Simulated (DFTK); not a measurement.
The system is V.

```xyz
1
Lattice="-1.5144 1.5144 1.5144 1.5144 -1.5144 1.5144 1.5144 1.5144 -1.5144" Properties=species:S:1:pos:R:3 pbc="T T T"
V     0.0000    0.0000    0.0000
```

Program: DFTK 0.8.2. Alike in all runs: task band structure; potentials or basis SG15 1.2 (PBE); spin collinear, ferromagnetic start; cell as given; k mesh 10 × 10 × 10; cutoff (eV) 1225; smearing fermi-dirac 0.05 eV.

Order these runs on this cell by their pressure, lowest first.
A. level LDA
B. level r2SCAN
C. level PBEsol

A (-17.0 GPa), C (-11.2 GPa), B (-6.0 GPa).

Caveats: the potentials were made for another functional, which shifts forces and pressure.
